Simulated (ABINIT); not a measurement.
The system is BAs.

```xyz
2
Lattice="0.0000 2.3885 2.3885 2.3885 0.0000 2.3885 2.3885 2.3885 0.0000" Properties=species:S:1:pos:R:3 pbc="T T T"
As    3.5827    3.5827    3.5827
B     0.0000    0.0000    0.0000
```

Base run:

```yaml
Program: ABINIT 10.8.3 (patched build)
Functional: r2SCAN
Potentials_or_basis: JTH PAW PBE v2.0
Cutoff: 490 eV
k_mesh: 10 × 10 × 10
Occupations: fermi-dirac, width 0.05 eV
Spin: no spin polarisation
```

Its results: band gap on the k mesh 1.36 eV, indirect (least direct gap 3.43 eV); pressure 0.7 GPa.

Task: The run is repeated on the same cell with these changes: functional from r2SCAN to AM05. What comes out?

Result: Band gap on the k mesh 1.12 eV, indirect (least direct gap 3.23 eV); pressure -0.9 GPa.

r2SCAN gives the wider gap, since meta-GGAs in the generalised Kohn-Sham scheme recover part of the derivative discontinuity.

Caveats: the PAW data sets were made with another functional, which shifts forces and pressure a little.
